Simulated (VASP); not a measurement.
VASP inputs for CaO (strained rocksalt)

INCAR

```
LASPH = .TRUE.
NBANDS = 15
NELM = 120
PREC = Accurate
ISIF = 2
GGA = PE
EDIFF = 1E-7
LCHARG = .FALSE.
SIGMA = 0.02
NSW = 0
LREAL = .FALSE.
ISMEAR = -1
ENCUT = 520
IBRION = -1
LWAVE = .FALSE.
```

KPOINTS

```
KPOINTS created by Atomic Simulation Environment
0
Gamma
10 10 10
0 0 0
```

KPOINTS_OPT

```
special points
7
Reciprocal
0.0000000000 0.0000000000 0.0000000000 1
0.5000000000 0.0000000000 0.5000000000 1
0.6250000000 0.2500000000 0.6250000000 1
0.3750000000 0.3750000000 0.7500000000 1
0.5000000000 0.5000000000 0.5000000000 1
0.5000000000 0.2500000000 0.7500000000 1
0.0000000000 0.5000000000 0.5000000000 1
```

POSCAR

```
Ca O
 1.0000000000000000
     0.0000000000000000    2.2544163686999998    2.3975501103000001
     2.2544163686999998    0.0000000000000000    2.3975501103000001
     2.2544163686999998    2.2544163686999998    0.0000000000000000
 Ca  O
   1   1
Cartesian
  0.0000000000000000  0.0000000000000000  0.0000000000000000
  2.2544163686999998  2.2544163686999998  2.3975501103000005
```

VASP ran with the recommended PBE PAW datasets (16 valence electrons in the cell).

Question: What does this run give?

Answer: gap between bands v and c 3.42 eV; least direct gap 3.77 eV; pressure 23.4 GPa.

Band v is the last that the valence electrons fill when counted band by band, and c is the next. Levels in eV from the top of v:

```
point    v−1      v     c   c+1
    Γ   0.00   0.00  5.53  6.13
    X  -0.58  -0.34  3.42  8.84
    K  -1.52  -0.95  5.47  8.68
    L  -1.60  -1.59  7.58  8.98
    W  -1.39  -0.99  6.74  6.89
```
